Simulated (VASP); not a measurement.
## Cd (Cadmium): accuracy against cost in the PAW data sets and SCF threshold

A convergence test on Cd (Cadmium): the PAW data sets and SCF threshold. The series runs use LDA. The PAW data sets tried: minimal 64: Cd; recommended 54: Cd; gw 64: Cd_sv_GW. The SCF threshold tried: EDIFF = 0.01; EDIFF = 0.001; EDIFF = 1E-04; EDIFF = 1E-05; EDIFF = 1E-06; EDIFF = 1E-08. The atoms of the start are displaced at random from the sites of a P6_3/mmc cell.

Program: VASP 6.6.1. Level of theory: LDA; plane waves and PAW (Cd), in the first sound run; inputs show where later runs differ. Results are calculated unless marked as measured.

## 1. Starting point

Symmetry: P-1, No. 2, triclinic system. The conventional cell has a = 2.979 Å, b = 2.979 Å, c = 5.618 Å, α = 90.00°, β = 90.00°, γ = 120.00°. Nearest to Cd lie 12 Cd at 2.98 to 3.33 Å.

## 2. PAW data sets: minimal 64: Cd

Data sets differ in which electrons are valence and how hard the partial waves are. LDA, the lowest rung, knows the local density alone.

File INCAR:

```
SYSTEM = Cd
PREC = Accurate
ENCUT = 400
EDIFF = 1E-06
NELM = 100
ISMEAR = -1
SIGMA = 0.05
LREAL = .FALSE.
ALGO = Normal
GGA = CA
NBANDS = 18
LORBIT = 11
LWAVE = .FALSE.
LCHARG = .FALSE.
KPAR = 2
ISIF = 2
```

File POSCAR:

```
Cd
1.0
    2.9788700000      0.0000000000      0.0000000000
   -1.4894350000      2.5797770946      0.0000000000
    0.0000000000      0.0000000000      5.6176500000
Cd
2
Direct
    0.3225440000      0.6628120000      0.2612670000
    0.6454820000      0.3477860000      0.7579970000
```

File KPOINTS:

```
Automatic mesh
0
Gamma
10 10 5
0 0 0
```

The projector-augmented-wave data sets are Cd (PBE family, release 64).

Run with:

```sh
$ mpirun -np 2 vasp_std
```

What it wrote:

```text
[banner, memory and clock lines left out]
running    2 mpi-ranks, on    1 nodes
 distrk:  each k-point on    1 cores,    2 groups
 distr:  one band on    1 cores,    1 groups

 POSCAR found type information on POSCAR Cd
 POSCAR found :  1 types and       2 ions
|                                                                             |
|               ----> ADVICE to this user running VASP <----                  |
|                                                                             |
|     You enforced a specific xc type in the INCAR file but a different       |
|     [... a line on the potential file left out ...]
|     I HOPE YOU KNOW WHAT YOU ARE DOING!                                     |
|                                                                             |

 LDA part: xc-table for (Slater(with rela. corr.)+CA(PZ))
 , standard interpolation
 POSCAR, INCAR and KPOINTS ok, starting setup
 FFT: planning ... GRIDC
 FFT: planning ... GRID_SOFT
 FFT: planning ... GRID
 WAVECAR not read
 entering main loop
       N       E                     dE             d eps       ncg     rms          rms(c)
DAV:   1     0.148342858664E+03    0.14834E+03   -0.11422E+04  9088   0.110E+03
DAV:   2    -0.974274893097E-01   -0.14844E+03   -0.14437E+03  9344   0.316E+02
DAV:   3    -0.335095227920E+01   -0.32535E+01   -0.32475E+01 10186   0.543E+01
DAV:   4    -0.335605681997E+01   -0.51045E-02   -0.51040E-02  9822   0.193E+00
DAV:   5    -0.335607196776E+01   -0.15148E-04   -0.15148E-04  9774   0.105E-01    0.432E+00
DAV:   6    -0.310205417124E+01    0.25402E+00   -0.65356E-01  9598   0.100E+01    0.328E+00
DAV:   7    -0.308499419858E+01    0.17060E-01   -0.38929E-02  9620   0.173E+00    0.193E+00
DAV:   8    -0.308083283232E+01    0.41614E-02   -0.37972E-03  9364   0.736E-01    0.101E-01
DAV:   9    -0.308083681061E+01   -0.39783E-05   -0.63990E-05  9564   0.838E-02    0.393E-02
DAV:  10    -0.308084230369E+01   -0.54931E-05   -0.89073E-06  9514   0.305E-02    0.543E-03
DAV:  11    -0.308084216777E+01    0.13591E-06   -0.57546E-07  4818   0.801E-03
   1 F= -.30808422E+01 E0= -.30798044E+01  d E =-.207552E-02
```

Wall time 33 s (2 MPI ranks of Intel Xeon Platinum 8259CL at 2.50GHz (Skylake/Cascade Lake), shared host); peak memory 0.4 GiB.

The logs omit lines about the potential files and the build; timing stands in the text.

OUTCAR, selected parts (step 2):

```text
ion  position               nearest neighbor table
   1  0.323  0.663  0.261-   2 3.24   2 3.27   2 3.29   2 3.30   2 3.32   2 3.33
   2  0.645  0.348  0.758-   1 3.24   1 3.27   1 3.29   1 3.30   1 3.32   1 3.33

  LATTYP: Found a hexagonal cell.
 ALAT       =     2.9788700000
 C/A-ratio  =     1.8858325472

 Subroutine GETGRP returns: Found  2 space group operations
 (whereof  1 operations were pure point group operations)

The static configuration has the point symmetry C_1 .
 The point group associated with its full space group is S_2 .

 Found    252 irreducible k-points:

   k-points           NKPTS =    252   k-points in BZ     NKDIM =    252   number of bands    NBANDS=     18

   dimension x,y,z NGX =    20 NGY =   20 NGZ =   40
   dimension x,y,z NGXF=    40 NGYF=   40 NGZF=   80

   ENCUT  =  400.0 eV  29.40 Ry    5.42 a.u.   4.86  4.86  9.16*2*pi/ulx,y,z

   NELECT =      24.0000    total number of electrons

 k-points in reciprocal lattice and weights: Automatic mesh
   0.00000000  0.00000000  0.00000000       0.002
   0.10000000  0.00000000  0.00000000       0.004
   0.00000000  0.10000000  0.00000000       0.004
  -0.10000000  0.10000000  0.00000000       0.004
   0.20000000  0.00000000  0.00000000       0.004
   0.00000000  0.20000000  0.00000000       0.004
  -0.20000000  0.20000000  0.00000000       0.004
   0.30000000  0.00000000  0.00000000       0.004
   0.00000000  0.30000000  0.00000000       0.004
[...]
0.30000000  0.40000000  0.40000000       0.004
  -0.40000000 -0.30000000  0.40000000       0.004

 average (electrostatic) potential at core
       1 -39.4108       2 -39.4108

 E-fermi :   2.4607

 k-point     1 :       0.0000    0.0000    0.0000
  band No.  band energies     occupation
    ...
      9      -6.0241      2.00000
     10      -5.8106      2.00000
     11      -5.7703      2.00000
     12      -0.4744      2.00000
     13      -0.4429      2.00000
     14      13.1080      0.00000
     15      17.0739      0.00000
     16      17.3348      0.00000
     17      17.4788      0.00000
     18      17.5400      0.00000

 k-point     2 :       0.1000    0.0000    0.0000
  band No.  band energies     occupation
    ...
      9      -6.0753      2.00000
     10      -5.9244      2.00000
     11      -5.7807      2.00000
     12      -0.3300      2.00000
     13      -0.0535      2.00000
     14      13.4284      0.00000
     15      14.2151      0.00000
     16      15.7857      0.00000
     17      16.7159      0.00000
     18      17.4510      0.00000

 k-point     3 :       0.0000    0.1000    0.0000
  band No.  band energies     occupation
    ...
      9      -6.0781      2.00000
     10      -5.9272      2.00000
     11      -5.7764      2.00000
     12      -0.3299      2.00000
     13      -0.0543      2.00000
     14      13.4287      0.00000
     15      14.2211      0.00000
     16      15.7770      0.00000
     17      16.7092      0.00000
     18      17.4542      0.00000

  Total       -1.3271372     -1.2825595     -1.2017430      0.0270885     -0.0019654      0.0021022
  in kB      -49.2536021    -47.5992055    -44.5998900      1.0053279     -0.0729398      0.0780193
  external PRESSURE =     -47.1508992 kB  Pullay stress =       0.0000000 kB

  energy-cutoff  :      400.00
  volume of cell :       43.17
      direct lattice vectors                 reciprocal lattice vectors
     2.978870000  0.000000000  0.000000000     0.335697765  0.193815195  0.000000000
    -1.489435000  2.579777095  0.000000000     0.000000000  0.387630389  0.000000000
     0.000000000  0.000000000  5.617650000     0.000000000  0.000000000  0.178010378

 POSITION                                       TOTAL-FORCE (eV/Angst)
 -----------------------------------------------------------------------------------
     -0.02640      1.70991      1.46771        -0.014680      0.011442     -0.021724
      1.40480      0.89721      4.25816         0.014680     -0.011442      0.021724
 -----------------------------------------------------------------------------------
    total drift:                                0.000026      0.000052     -0.000018

  FREE ENERGIE OF THE ION-ELECTRON SYSTEM (eV)
  ---------------------------------------------------
  free  energy   TOTEN  =        -3.0808421678 eV

  energy  without entropy=       -3.0787666494  energy(sigma->0) =       -3.07980441

 total charge
# of ion       s       p       d       tot
------------------------------------------
    1        0.534   0.310   9.479  10.323
    2        0.534   0.310   9.479  10.323
--------------------------------------------------
tot          1.067   0.621  18.959  20.647

[... 3 further parts left out ...]
```

The k-mesh is coarse for a metal. The PAW data sets were made with PBE, though LDA sets exist; this is a small mismatch.

Numbers from this step:

- SCF cycles: 11
- electrons: 24
- bands: 18
- irreducible k-points: 252
- symmetry operations: 2
- free energy (TOTEN): -3.081 eV
- energy at zero smearing: -3.080 eV
- Fermi energy: 2.461 eV
- pressure: -4.715 GPa
- metallic: yes

The series starts at -1.5399 eV an atom and -4.72 GPa, after 11 cycles in 33 s.

## 3. PAW data sets: recommended 54: Cd

INCAR is that of step 2.

POSCAR is that of step 2.

KPOINTS is that of step 2.

Potentials, in the order of the species: Cd (PBE family, release 54).

Run with:

```sh
$ mpirun -np 2 vasp_std
```

What it wrote:

```text
[banner, memory and clock lines left out]
running    2 mpi-ranks, on    1 nodes
[...]
[... a notice as in an earlier step ...]

 LDA part: xc-table for (Slater(with rela. corr.)+CA(PZ))
 , standard interpolation
 POSCAR, INCAR and KPOINTS ok, starting setup
[...]
entering main loop
       N       E                     dE             d eps       ncg     rms          rms(c)
[... 11 cycles as in an earlier step ...]
   1 F= -.30808422E+01 E0= -.30798044E+01  d E =-.207552E-02
```

Run time: 33 s. Hardware: 2 MPI ranks; peak memory 0.4 GiB.

Parts of OUTCAR (step 3):

```text
[... 6 parts as in an earlier step ...]

[... 1 further part left out ...]
[key lines of the parts left out:]
E-fermi :   2.4607
```

With 24 valence electrons the pressure is -4.72 GPa, +0.00 GPa from the first of the series, after 11 cycles in 33 s.

## 4. PAW data sets: GW 64: Cd sv GW

This step: LDA; plane waves and PAW (Cd_sv_GW) (VASP 6.6.1).

INCAR: that of step 3 with these lines changed.

```diff
@@ -2,3 +2,3 @@
 PREC = Accurate
-ENCUT = 400
+ENCUT = 480
 EDIFF = 1E-06
@@ -10,3 +10,3 @@
 GGA = CA
-NBANDS = 18
+NBANDS = 26
 LORBIT = 11
```

POSCAR is that of step 3.

KPOINTS is that of step 3.

The projector-augmented-wave data sets are Cd_sv_GW (PBE family, release 64).

Run with:

```sh
$ mpirun -np 2 vasp_std
```

What it wrote:

```text
[... set-up lines as in an earlier step ...]
 entering main loop
       N       E                     dE             d eps       ncg     rms          rms(c)
DAV:   1     0.988901824352E+03    0.98890E+03   -0.24693E+04 14288   0.221E+03
DAV:   2     0.993991450985E+02   -0.88950E+03   -0.84710E+03 13106   0.933E+02
DAV:   3     0.776756298972E+00   -0.98622E+02   -0.97178E+02 20178   0.367E+02
DAV:   4    -0.327937374846E+01   -0.40561E+01   -0.40475E+01 18772   0.997E+01
[...]
DAV:   9    -0.322378282559E+01    0.64481E-04   -0.32920E-04 20894   0.216E-01    0.507E-02
DAV:  10    -0.322378071950E+01    0.21061E-05   -0.27459E-05 20548   0.127E-01    0.482E-03
DAV:  11    -0.322378067034E+01    0.49156E-07   -0.55326E-07  8766   0.247E-02
   1 F= -.32237807E+01 E0= -.32227375E+01  d E =-.208644E-02
```

Run time: 71 s. Hardware: 2 MPI ranks; peak memory 0.66 GiB; 2.4 min of CPU time.

From OUTCAR (step 4):

```text
  Total       -1.9645618     -1.9184093     -1.7884662      0.0277433     -0.0012555      0.0021467
  in kB      -72.9101302    -71.1972882    -66.3747516      1.0296275     -0.0465955      0.0796700
  external PRESSURE =     -70.1607233 kB  Pullay stress =       0.0000000 kB

 POSITION                                       TOTAL-FORCE (eV/Angst)
 -----------------------------------------------------------------------------------
     -0.02640      1.70991      1.46771        -0.012173      0.009203     -0.019430
      1.40480      0.89721      4.25816         0.012173     -0.009203      0.019430
 -----------------------------------------------------------------------------------
    total drift:                               -0.000058      0.000207      0.000408

  FREE ENERGIE OF THE ION-ELECTRON SYSTEM (eV)
  ---------------------------------------------------
  free  energy   TOTEN  =        -3.2237806703 eV

  energy  without entropy=       -3.2216942343  energy(sigma->0) =       -3.22273745

[... 3 further parts left out ...]
[key lines of the parts left out:]
E-fermi :   6.0150
```

With 40 valence electrons the pressure is -7.02 GPa, -2.30 GPa from the first of the series, after 11 cycles in 71 s.

## 5. The PAW data sets series as a table

This step: convergence of LDA results with the datasets; plane waves and PAW (VASP 6.6.1).

Derived from the runs above.

Differences are taken from the run with minimal 64: Cd. Results of the series, by row:

| setting | status | pressure (GPa) | largest force difference (meV/Å) | SCF cycles | wall time (s) |
| --- | --- | --- | --- | --- | --- |
| minimal 64: Cd, 400 eV | converged | -4.715 | 0 | 11 | 33 |
| recommended 54: Cd, 400 eV | converged | -4.715 | 0 | 11 | 33 |
| gw 64: Cd_sv_GW, 480 eV | converged | -7.016 | 2.507 | 11 | 71 |

## 6. SCF threshold: EDIFF = 0.01

This step: LDA; plane waves and PAW (Cd) (VASP 6.6.1).

EDIFF stops the electronic loop; forces need it tighter than energies do.

File INCAR:

```
SYSTEM = Cd
PREC = Accurate
ENCUT = 400
EDIFF = 0.01
NELM = 100
ISMEAR = -1
SIGMA = 0.05
LREAL = .FALSE.
ALGO = Normal
GGA = CA
NBANDS = 18
LORBIT = 11
LWAVE = .FALSE.
LCHARG = .FALSE.
KPAR = 2
ISIF = 2
```

POSCAR is that of step 4.

KPOINTS is that of step 4.

Potentials, in the order of the species: Cd (PBE family, release 64).

Run with:

```sh
$ mpirun -np 2 vasp_std
```

What it wrote:

```text
[... set-up lines as in an earlier step ...]
 entering main loop
       N       E                     dE             d eps       ncg     rms          rms(c)
[... 4 cycles as in an earlier step ...]
DAV:   5    -0.335607105842E+01   -0.14238E-04   -0.14238E-04  6364   0.105E-01    0.432E+00
DAV:   6    -0.310205043898E+01    0.25402E+00   -0.65395E-01  9598   0.100E+01    0.328E+00
DAV:   7    -0.308499705620E+01    0.17053E-01   -0.38892E-02  9192   0.172E+00    0.193E+00
DAV:   8    -0.308082464610E+01    0.41724E-02   -0.37196E-03  4600   0.736E-01
   1 F= -.30808246E+01 E0= -.30797863E+01  d E =-.207663E-02
```

Elapsed: 24 s, on 2 MPI ranks; peak memory 0.4 GiB.

OUTCAR, selected parts (step 6):

```text
   NELECT =      24.0000    total number of electrons

 E-fermi :   2.4619

 k-point     1 :       0.0000    0.0000    0.0000
  band No.  band energies     occupation
    ...
      9      -6.0172      2.00000
     10      -5.8035      2.00000
     11      -5.7631      2.00000
     12      -0.4721      2.00000
     13      -0.4427      2.00000
     14      13.1088      0.00000
     15      17.0751      0.00000
     16      17.3359      0.00000
     17      17.4794      0.00000
     18      17.5419      0.00000

  Total       -1.5412083     -1.4958556     -1.4449394      0.0275311     -0.0019727      0.0021065
  in kB      -57.1983498    -55.5151933    -53.6255549      1.0217540     -0.0732139      0.0781764
  external PRESSURE =     -55.4463660 kB  Pullay stress =       0.0000000 kB

 POSITION                                       TOTAL-FORCE (eV/Angst)
 -----------------------------------------------------------------------------------
     -0.02640      1.70991      1.46771        -0.016390      0.012736     -0.022776
      1.40480      0.89721      4.25816         0.016390     -0.012736      0.022776
 -----------------------------------------------------------------------------------
    total drift:                                0.000025      0.000051     -0.000017

  FREE ENERGIE OF THE ION-ELECTRON SYSTEM (eV)
  ---------------------------------------------------
  free  energy   TOTEN  =        -3.0808246461 eV

  energy  without entropy=       -3.0787480136  energy(sigma->0) =       -3.07978633

[... 9 parts as in an earlier step ...]

[... 8 further parts left out ...]
```

This step gave:

```
SCF cycles              : 8
electrons               : 24
bands                   : 18
free energy (TOTEN)     : -3.081 eV
energy at zero smearing : -3.080 eV
Fermi energy            : 2.462 eV
pressure                : -5.545 GPa
```

The series starts at -1.5399 eV an atom and -5.54 GPa, after 8 cycles in 24 s.

## 7. SCF threshold: EDIFF = 0.001

INCAR: that of step 6 with these lines changed.

```diff
@@ -3,3 +3,3 @@
 ENCUT = 400
-EDIFF = 0.01
+EDIFF = 0.001
 NELM = 100
```

POSCAR is that of step 6.

KPOINTS is that of step 6.

Run with:

```sh
$ mpirun -np 2 vasp_std
```

What it wrote:

```text
[... set-up lines as in an earlier step ...]
 entering main loop
       N       E                     dE             d eps       ncg     rms          rms(c)
[... 4 cycles as in an earlier step ...]
DAV:   5    -0.335607122990E+01   -0.14410E-04   -0.14410E-04  7416   0.105E-01    0.432E+00
DAV:   6    -0.310205126038E+01    0.25402E+00   -0.65385E-01  9598   0.100E+01    0.328E+00
DAV:   7    -0.308499597965E+01    0.17055E-01   -0.38907E-02  9620   0.173E+00    0.193E+00
DAV:   8    -0.308083277707E+01    0.41632E-02   -0.37959E-03  9220   0.736E-01    0.101E-01
DAV:   9    -0.308083667000E+01   -0.38929E-05   -0.62750E-05  4654   0.838E-02
   1 F= -.30808367E+01 E0= -.30797988E+01  d E =-.207568E-02
```

The job ended after 27 s (2 MPI ranks; peak memory 0.4 GiB; 52 s of CPU time).

OUTCAR, selected parts (step 7):

```text
  Total       -1.3357538     -1.2911115     -1.2286025      0.0271060     -0.0019740      0.0021122
  in kB      -49.5733861    -47.9165908    -45.5967154      1.0059762     -0.0732621      0.0783876
  external PRESSURE =     -47.6955641 kB  Pullay stress =       0.0000000 kB

 POSITION                                       TOTAL-FORCE (eV/Angst)
 -----------------------------------------------------------------------------------
     -0.02640      1.70991      1.46771        -0.015053      0.011725     -0.021831
      1.40480      0.89721      4.25816         0.015053     -0.011725      0.021831
 -----------------------------------------------------------------------------------
    total drift:                                0.000025      0.000051     -0.000017

  FREE ENERGIE OF THE ION-ELECTRON SYSTEM (eV)
  ---------------------------------------------------
  free  energy   TOTEN  =        -3.0808366700 eV

  energy  without entropy=       -3.0787609895  energy(sigma->0) =       -3.07979883

[... 2 parts as in an earlier step ...]

[... 1 further part left out ...]
[key lines of the parts left out:]
E-fermi :   2.4613
```

Against the run before the energy moves by -0.01 meV an atom and the pressure by +0.78 GPa, after 9 cycles in 27 s.

## 8. SCF threshold: EDIFF = 1E-04

INCAR: that of step 7 with these lines changed.

```diff
@@ -3,3 +3,3 @@
 ENCUT = 400
-EDIFF = 0.001
+EDIFF = 1E-04
 NELM = 100
```

POSCAR is that of step 7.

KPOINTS is that of step 7.

Run with:

```sh
$ mpirun -np 2 vasp_std
```

What it wrote:

```text
[... set-up lines as in an earlier step ...]
 entering main loop
       N       E                     dE             d eps       ncg     rms          rms(c)
[... 4 cycles as in an earlier step ...]
DAV:   5    -0.335607137122E+01   -0.14551E-04   -0.14551E-04  7926   0.105E-01    0.432E+00
DAV:   6    -0.310205186420E+01    0.25402E+00   -0.65379E-01  9598   0.100E+01    0.328E+00
DAV:   7    -0.308499527005E+01    0.17057E-01   -0.38914E-02  9620   0.173E+00    0.193E+00
DAV:   8    -0.308083280661E+01    0.41625E-02   -0.37965E-03  9364   0.736E-01    0.101E-01
DAV:   9    -0.308083668264E+01   -0.38760E-05   -0.62672E-05  5234   0.838E-02
   1 F= -.30808367E+01 E0= -.30797988E+01  d E =-.207568E-02
```

It took 27 s on 2 MPI ranks; peak memory 0.4 GiB; 52 s of CPU time.

Parts of OUTCAR (step 8):

```text
  Total       -1.3357052     -1.2910628     -1.2283957      0.0271037     -0.0019739      0.0021132
  in kB      -49.5715831    -47.9147843    -45.5890410      1.0058907     -0.0732573      0.0784265
  external PRESSURE =     -47.6918028 kB  Pullay stress =       0.0000000 kB

 POSITION                                       TOTAL-FORCE (eV/Angst)
 -----------------------------------------------------------------------------------
     -0.02640      1.70991      1.46771        -0.015042      0.011714     -0.021829
      1.40480      0.89721      4.25816         0.015042     -0.011714      0.021829
 -----------------------------------------------------------------------------------
    total drift:                                0.000025      0.000051     -0.000017

  FREE ENERGIE OF THE ION-ELECTRON SYSTEM (eV)
  ---------------------------------------------------
  free  energy   TOTEN  =        -3.0808366826 eV

  energy  without entropy=       -3.0787610021  energy(sigma->0) =       -3.07979884

[... 2 parts as in an earlier step ...]

[... 1 further part left out ...]
[key lines of the parts left out:]
E-fermi :   2.4613
```

Against the run before the energy stays within 0.01 meV an atom and the pressure within 0.01 GPa, after 9 cycles in 27 s.

[end of part 1 of 2]

[Lines on the potential files, build, host, timing and source positions are cut from VASP's logs without a mark.]

[Logs are printed without paths, hosts, clocks, repeated set-up lines and the standing remarks that a program may print on its own settings, such as how far it seeks lower states.]

[Hosts, paths, dates, database ids (printed as entryN), source tags and the programs' standing remarks are cut or masked in the printed files.]

[A measured line is paired with the nearest computed mode of its activity, which favours agreement.]
